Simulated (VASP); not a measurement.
# Si2Mo (I4/mmm) in VASP: a series of runs

The runs below take Si2Mo through single point, with PBE, BLYP.

Everything below comes from runs of VASP 6.6.1. Logs are shortened: lines on timing, memory, paths and dates and some standing lists are left out, and cuts for length are marked.

### 1 The structure

The structure is tetragonal, space group I4/mmm (No. 139). The conventional cell has a = 3.200 Å, b = 3.200 Å, c = 7.861 Å, α = 90.00°, β = 90.00°, γ = 90.00°. Around Mo (site symmetry 4/mmm) lie 10 Si at 2.62 Å. Around Si (site symmetry 4mm) lie 5 Si at 2.61 to 2.63 Å and 5 Mo at 2.62 Å.

### 2 Single point, PBE

The input, INCAR:

```
PREC = Accurate
ENCUT = 520
EDIFF = 1E-7
ISMEAR = -1
SIGMA = 0.04
LREAL = False
LASPH = True
NELM = 100
ALGO = Fast
ISIF = 2
LWAVE = False
LCHARG = False
GGA = PE
NBANDS = 18
```

The input, KPOINTS:

```
regular mesh
0
Gamma
  8 8 8
```

The input, POSCAR:

```
Si2Mo
1.0
   -1.6000000000      1.6000000000      3.9305000000
    1.6000000000     -1.6000000000      3.9305000000
    1.6000000000      1.6000000000     -3.9305000000
Mo Si
1 2
Direct
    0.0000000000      0.0000000000      0.0000000000
    0.6670000000      0.6670000000      0.0000000000
    0.3330000000      0.3330000000      0.0000000000
```

Potentials or basis: VASP PAW PBE potentials, release 64 (Mo_sv, Si).

On the command line:

```console
> cat potpaw_PBE.64/Mo_sv/POTCAR potpaw_PBE.64/Si/POTCAR > POTCAR
> mpirun -np 1 vasp_std > vasp.out
```

OUTCAR:

```text
PREC = Accurate
   ENCUT = 520
   EDIFF = 1E-7
   ISMEAR = -1
   LREAL = False
   LASPH = True
   NELM = 100
   ISIF = 2
   GGA = PE

 ion  position               nearest neighbor table
   1  0.000  0.000  0.000-   2 2.62   3 2.62   2 2.62   3 2.62   2 2.62   3 2.62   3 2.62   2 2.62
                             2 2.62   3 2.62
   2  0.667  0.667  0.000-   3 2.61   3 2.61   3 2.61   3 2.61   1 2.62   1 2.62   1 2.62   1 2.62
                             1 2.62   3 2.63
   3  0.333  0.333  0.000-   2 2.61   2 2.61   2 2.61   2 2.61   1 2.62   1 2.62   1 2.62   1 2.62
                             1 2.62   2 2.63

  LATTYP: Found a body centered tetragonal cell.
 ALAT       =     3.2000000000
 C/A-ratio  =     2.4565625000

  Lattice vectors:

 A1 = (  -1.6000000000,   1.6000000000,   3.9305000000)
 A2 = (   1.6000000000,  -1.6000000000,   3.9305000000)
 A3 = (   1.6000000000,   1.6000000000,  -3.9305000000)

Analysis of symmetry for initial positions (statically):
=====================================================================
 Subroutine PRICEL returns:
 Original cell was already a primitive cell.

 Routine SETGRP: Setting up the symmetry group for a
 body centered tetragonal supercell.

 Subroutine GETGRP returns: Found 16 space group operations
 (whereof 16 operations were pure point group operations)
 out of a pool of 16 trial point group operations.

The static configuration has the point symmetry D_4h.

Analysis of symmetry for dynamics (positions and initial velocities):
=====================================================================
 Subroutine PRICEL returns:
 Original cell was already a primitive cell.

 Routine SETGRP: Setting up the symmetry group for a
 body centered tetragonal supercell.

 Subroutine GETGRP returns: Found 16 space group operations
 (whereof 16 operations were pure point group operations)
 out of a pool of 16 trial point group operations.

The dynamic configuration has the point symmetry D_4h.

 Subroutine INISYM returns: Found 16 space group operations
 (whereof 16 operations are pure point group operations),
 and found     1 'primitive' translations

----------------------------------------------------------------------------------------

                                     Primitive cell

  volume of cell :      40.2483

  direct lattice vectors                    reciprocal lattice vectors
    -1.600000000  1.600000000  3.930500000     0.000000000  0.312500000  0.127210279
     1.600000000 -1.600000000  3.930500000     0.312500000  0.000000000  0.127210279
     1.600000000  1.600000000 -3.930500000     0.312500000  0.312500000  0.000000000

  length of vectors
     4.535287229  4.535287229  4.535287229     0.337399918  0.337399918  0.441941738

  position of ions in fractional coordinates (direct lattice)
     0.000000000  0.000000000  0.000000000
     0.667000000  0.667000000  0.000000000
     0.333000000  0.333000000  0.000000000

  ion indices of the primitive-cell ions
   primitive index   ion index
                 1           1
                 2           2
                 3           3

----------------------------------------------------------------------------------------

 KPOINTS: regular mesh

Automatic generation of k-mesh.
 Grid dimensions read from file:
 generate k-points for:    8    8    8

 Generating k-lattice:

  Cartesian coordinates                     Fractional coordinates (reciprocal lattice)
     0.000000000  0.039062500  0.015901285     0.125000000  0.000000000 -0.000000000
     0.039062500  0.000000000  0.015901285     0.000000000  0.125000000 -0.000000000
     0.039062500  0.039062500  0.000000000     0.000000000  0.000000000  0.125000000

  Length of vectors
     0.042174990  0.042174990  0.055242717

  Shift w.r.t. Gamma in fractional coordinates (k-lattice)
     0.000000000  0.000000000  0.000000000

 Subroutine IBZKPT returns following result:
 ===========================================

 Found     59 irreducible k-points:

 Following reciprocal coordinates:
            Coordinates               Weight
  0.000000  0.000000  0.000000      1.000000
  0.125000  0.000000  0.000000      8.000000
  0.250000  0.000000  0.000000      8.000000
  0.375000  0.000000 -0.000000      8.000000
  0.500000  0.000000  0.000000      4.000000
  0.125000  0.125000  0.000000      8.000000
[... 16 lines left out ...]
  0.250000  0.125000  0.125000     16.000000
  0.375000  0.125000  0.125000      8.000000
 [... further k-points ...]
   k-points           NKPTS =     59   k-points in BZ     NKDIM =     59   number of bands    NBANDS=     18
   number of dos      NEDOS =    301   number of ions     NIONS =      3
   total plane-waves  NPLWV =  46656
   dimension x,y,z NGX =    36 NGY =   36 NGZ =   36
   dimension x,y,z NGXF=    72 NGYF=   72 NGZF=   72
   ions per type =               1   2
   NGX,Y,Z   is equivalent  to a cutoff of  13.20, 13.20, 13.20 a.u.
   NGXF,Y,Z  is equivalent  to a cutoff of  26.39, 26.39, 26.39 a.u.
 SYSTEM =  unknown system
   PREC   = accura    normal or accurate (medium, high low for compatibility)
   ISTART =      0    job   : 0-new  1-cont  2-samecut
   ICHARG =      2    charge: 1-file 2-atom 10-const
   ISPIN  =      1    spin polarized calculation?
   LNONCOLLINEAR =      F non collinear calculations
   LSORBIT =      F    spin-orbit coupling
   LASPH  =      T    aspherical Exc in radial PAW
   ENCUT  =  520.0 eV  38.22 Ry    6.18 a.u.   8.43  8.43  8.43*2*pi/ulx,y,z
   NELM   =    100;   NELMIN=  2; NELMDL= -5     # of ELM steps
   EDIFF  = 0.1E-06   stopping-criterion for ELM
   LREAL  =      F    real-space projection
   EDIFFG = 0.1E-05   stopping-criterion for IOM
   NSW    =      0    number of steps for IOM
   IBRION =     -1    ionic relax: 0-MD 1-quasi-New 2-CG
   NFREE  =      0    steps in history (QN), initial steepest desc. (CG)
   ISIF   =      2    stress and relaxation
   ISYM   =      2    0-nonsym 1-usesym 2-fastsym
   POTIM  = 0.5000    time-step for ionic-motion
   TEBEG  =    0.0;   TEEND  =   0.0 temperature during run
   PSTRESS=    0.0 pullay stress
   NELECT =      22.0000    total number of electrons
   NUPDOWN=      -1.0000    fix difference up-down
   EMIN   =  10.00;   EMAX   =-10.00  energy-range for DOS
   EFERMI =   0.00;   METHOD = LEGACY
   ISMEAR =    -1;   SIGMA  =   0.04  broadening in eV -4-tet -1-fermi 0-gaus
   EFERMI_NEDOS =   21; number of points for ismear=-14 and -15
   IALGO  =     68    algorithm
   IMIX   =      4    mixing-type and parameters
     AMIX     =   0.40;   BMIX     =  1.00
     AMIX_MAG =   1.60;   BMIX_MAG =  1.00
  volume/ion in A,a.u.               =      13.42        90.54
  Fermi-wavevector in a.u.,A,eV,Ry     =   1.338546  2.529484 24.377614  1.791704
  Thomas-Fermi vector in A             =   2.467007
   LORBIT       =      0    0 simple, 1 ext, 2 COOP (PROOUT), +10 PAW based schemes
   GGA     = PE    functional components
   LHFCALC =     F    Hartree Fock is set to
   AEXX    =    0.0000 exact exchange contribution
   IVDW    =     0    specifies the selected vdW correction
   LEPSILON=     F    determine dielectric tensor
   LRPA    =     F    only Hartree local field effects (RPA)
 non-spin polarized calculation
 RMM-DIIS sequential band-by-band and
  energy-cutoff  :      520.00
  volume of cell :       40.25
 maximum number of plane-waves:      1108
 NGX is ok and might be reduce to    36
   NGX = 17   NGY = 17   NGZ = 17

 number of electron      22.0000000 magnetization

 Free energy of the ion-electron system (eV)
  ---------------------------------------------------
  ext. energy  EPLUGINS =         0.00000000
  ---------------------------------------------------
  free energy    TOTEN  =       -23.25509423 eV

  energy without entropy =      -23.25408743  energy(sigma->0) =      -23.25459083

 E-fermi :  12.1922     XC(G=0): -12.4278

 val. band max:       12.0271024599   @ k =  -0.2500  -0.3750   0.2500
 cond. band min:      12.2286640359   @ k =  -0.3750   0.5000   0.3750
 fundamental gap:      0.2015615761
 Fermi energy:        12.1921505875

 k-point     1 :       0.0000    0.0000    0.0000
  band No.  band energies     occupation
      1     -48.4606      2.00000
      2     -22.6296      2.00000
      3     -22.5236      2.00000
      4     -22.5236      2.00000
      5      -1.1916      2.00000
      6       5.9316      2.00000
[... 10 lines left out ...]
     17      17.2933      0.00000
     18      17.2933      0.00000

 k-point     2 :       0.1250    0.0000    0.0000
  band No.  band energies     occupation
      1     -48.4579      2.00000
      2     -22.6267      2.00000
      3     -22.5616      2.00000
      4     -22.5200      2.00000
      5      -0.9098      2.00000
      6       5.9293      2.00000
[... 10 lines left out ...]
     17      17.6886      0.00000
     18      18.7122      0.00000

 k-point     3 :       0.2500    0.0000    0.0000
  band No.  band energies     occupation
      1     -48.4514      2.00000
      2     -22.6527      2.00000
      3     -22.6195      2.00000
      4     -22.5115      2.00000
      5      -0.0970      2.00000
      6       5.5321      2.00000
[... 10 lines left out ...]
     17      19.1665      0.00000
     18      21.3171      0.00000

 k-point     4 :       0.3750    0.0000   -0.0000
  band No.  band energies     occupation
      1     -48.4448      2.00000
      2     -22.7420      2.00000
      3     -22.6126      2.00000
      4     -22.5030      2.00000
      5       1.1535      2.00000
      6       4.2688      2.00000
[... 375 lines left out ...]
      4     -22.6064      2.00000
      5       0.7440      2.00000
      6       5.7908      2.00000
[... 10 lines left out ...]
     17      17.4688      0.00000
     18      20.6538      0.00000

 k-point    23 :       0.2500    0.1250    0.1250
  band No.  band energies     occupation
      1     -48.4360      2.00000
      2     -22.7234      2.00000
      3     -22.6250      2.00000
      4     -22.5988      2.00000
      5       1.8623      2.00000
      6       4.7302      2.00000
[... 10 lines left out ...]
     17      18.8188      0.00000
     18      20.3633      0.00000

 k-point    24 :       0.3750    0.1250    0.1250
  band No.  band energies     occupation
      1     -48.4333      2.00000
      2     -22.7589      2.00000
      3     -22.6204      2.00000
      4     -22.5957      2.00000
      5       3.0231      2.00000
      6       3.5088      2.00000
[... 10 lines left out ...]
     17      19.0299      0.00000
     18      20.6307      0.00000

 [... further k-points ...]

------------------------ aborting loop because EDIFF is reached ----------------------------------------

  FORCE on cell =-STRESS in cart. coord.  units (eV):
  Direction    XX          YY          ZZ          XY          YZ          ZX
  --------------------------------------------------------------------------------------
  -------------------------------------------------------------------------------------
  Total        0.7304064      0.7304064      0.3381638      0.0000000     -0.0000000      0.0000000
  in kB       29.0755155     29.0755155     13.4613907      0.0000000     -0.0000000      0.0000000
  external PRESSURE =      23.8708072 kB  Pullay stress =       0.0000000 kB

 VOLUME and BASIS-vectors are now :
 -----------------------------------------------------------------------------
  energy-cutoff  :      520.00
  volume of cell :       40.25
      direct lattice vectors                 reciprocal lattice vectors
    -1.600000000  1.600000000  3.930500000     0.000000000  0.312500000  0.127210279
     1.600000000 -1.600000000  3.930500000     0.312500000  0.000000000  0.127210279
     1.600000000  1.600000000 -3.930500000     0.312500000  0.312500000  0.000000000

 POSITION                                       TOTAL-FORCE (eV/Angst)
 -----------------------------------------------------------------------------------
      0.00000      0.00000      0.00000        -0.000000     -0.000000     -0.000000
      0.00000      0.00000      5.24329         0.000000      0.000000     -0.312275
      0.00000      0.00000      2.61771         0.000000      0.000000      0.312275
 -----------------------------------------------------------------------------------
    total drift:                                0.000000      0.000000     -0.000000

  FREE ENERGIE OF THE ION-ELECTRON SYSTEM (eV)
  ---------------------------------------------------
  free  energy   TOTEN  =       -23.2550942334 eV

  energy  without entropy=      -23.2540874308  energy(sigma->0) =      -23.25459083
```

Run time: 2.2 min. Hardware: 1 thread of Intel Xeon Platinum 8375C at 2.90GHz (Ice Lake), shared host; peak memory 0.22 GiB.

What came out:

| Item | Value |
| --- | --- |
| Free energy | -23.2551 eV |
| Pressure | 2.4 GPa |
| Largest force | 0.312 eV/Å |
| Band gap on the k mesh | none (metal or under the smearing width) |

Forces on the atoms (eV/Å):
```
Mo   0.000  0.000  0.000
Si   0.000  0.000 -0.312
Si   0.000  0.000  0.312
```

Stress tensor (GPa, compression positive):
```
2.91 0.00 0.00
0.00 2.91 0.00
0.00 0.00 1.35
```

Levels at points of the mesh, in eV from the Fermi level:
```csv
k point,band 7,band 8,band 9,band 10,band 11,band 12,band 13,band 14,band 15,band 16
"(0.00, 0.00, 0.00)",-3.39,-2.93,-2.58,-2.58,0.50,3.15,3.19,3.72,3.72,4.14
"(0.50, 0.00, 0.00)",-4.83,-4.40,-2.53,-2.43,-0.44,2.35,3.09,4.11,4.33,5.55
"(0.50, 0.50, 0.00)",-5.63,-5.21,-4.42,-2.98,-1.05,2.41,2.79,3.08,3.32,4.89
"(0.50, 0.50, 0.50)",-3.42,-2.21,-0.51,-0.51,-0.45,-0.45,0.63,4.69,5.23,5.98
```

### 3 Single point, BLYP, collinear spin, zero start (volume scaled by 1.25)

The input, INCAR:

```
SYSTEM = Si2Mo
AGGAC = 1.0 ; AGGAX = 1.0
ALDAC = 0.0 ; ALDAX = 1.0
ALGO = Fast ; EDIFF = 1E-6
ENCUT = 520 ; GGA = B5
ISIF = 2 ; ISMEAR = 1
ISPIN = 2 ; LASPH = .TRUE.
LCHARG = .TRUE. ; LELF = .TRUE.
LMAXMIX = 4 ; LORBIT = 11
LREAL = .FALSE. ; LVHAR = .TRUE.
LWAVE = .FALSE. ; MAGMOM = 0 0 0
NBANDS = 22 ; NELM = 150
PREC = Accurate ; SIGMA = 0.1
```

The input, KPOINTS:

```
k-points
0
G
  12 12 12
  0 0 0
```

The input, POSCAR:

```
Si2Mo
1.0
   -1.7235477520      1.7235477520      4.2340027746
    1.7235477520     -1.7235477520      4.2340027746
    1.7235477520      1.7235477520     -4.2340027746
Mo Si
1 2
Direct
    0.0000000000      0.0000000000      0.0000000000
    0.6670000000      0.6670000000      0.0000000000
    0.3330000000      0.3330000000      0.0000000000
```

Potentials or basis: VASP PAW PBE potentials, release 64 (Mo_sv, Si).

On the command line:

```console
> cat potpaw_PBE.64/Mo_sv/POTCAR potpaw_PBE.64/Si/POTCAR > POTCAR
> mpirun -np 1 vasp_std > vasp.out
```

Run time: 2.8 min. Hardware: 1 thread of Intel Xeon 6975P-C (Granite Rapids), shared host; peak memory 0.43 GiB.

It converged, with:

```
Free energy                                           : -18.8059 eV
Pressure                                              : -19.0 GPa
Largest force                                         : 0.596 eV/Å
Band gap on the k mesh                                : none (metal or under the smearing width)
Net moment                                            : 0.00 μB per cell
Valence electrons inside the program's atomic spheres : Mo 12.27; Si 1.54
```

Forces in eV/Å, atoms in the order of the input:
```
Mo   0.000  0.000  0.000
Si   0.000  0.000 -0.596
Si   0.000  0.000  0.596
```

Stress tensor (GPa, compression positive):
```
-17.50   0.00   0.00
  0.00 -17.50   0.00
  0.00   0.00 -22.05
```

Levels at points of the mesh, in eV from the Fermi level:
Spin up:
```tsv
k point	band 7	band 8	band 9	band 10	band 11	band 12	band 13	band 14	band 15	band 16
(0.00, 0.00, 0.00)	-3.77	-2.02	-2.02	-1.97	0.32	1.93	3.11	3.12	3.12	3.83
(0.50, 0.00, 0.00)	-3.93	-3.59	-1.86	-1.84	-0.25	1.60	2.43	2.65	3.53	4.93
(0.50, 0.50, 0.00)	-5.11	-4.47	-3.56	-2.18	-0.76	1.63	1.79	2.29	2.63	3.77
(0.50, 0.50, 0.50)	-2.26	-1.64	-0.42	-0.42	-0.41	-0.41	0.40	2.75	3.69	6.15
```
Spin down:
| k point | band 8 | band 9 | band 10 | band 11 | band 12 | band 13 | band 14 | band 15 |
| --- | --- | --- | --- | --- | --- | --- | --- | --- |
| (0.00, 0.00, 0.00) | -2.02 | -2.02 | -1.97 | 0.32 | 1.93 | 3.11 | 3.12 | 3.12 |
| (0.50, 0.00, 0.00) | -3.59 | -1.86 | -1.84 | -0.25 | 1.60 | 2.43 | 2.65 | 3.53 |
| (0.50, 0.50, 0.00) | -4.47 | -3.56 | -2.18 | -0.76 | 1.63 | 1.79 | 2.29 | 2.63 |
| (0.50, 0.50, 0.50) | -1.64 | -0.42 | -0.42 | -0.41 | -0.41 | 0.40 | 2.75 | 3.69 |

Caveat: so large a pressure means that the cell lies far from this level's equilibrium, or that cutoff or potentials fall short; the potentials were made for another functional, which shifts forces and pressure.
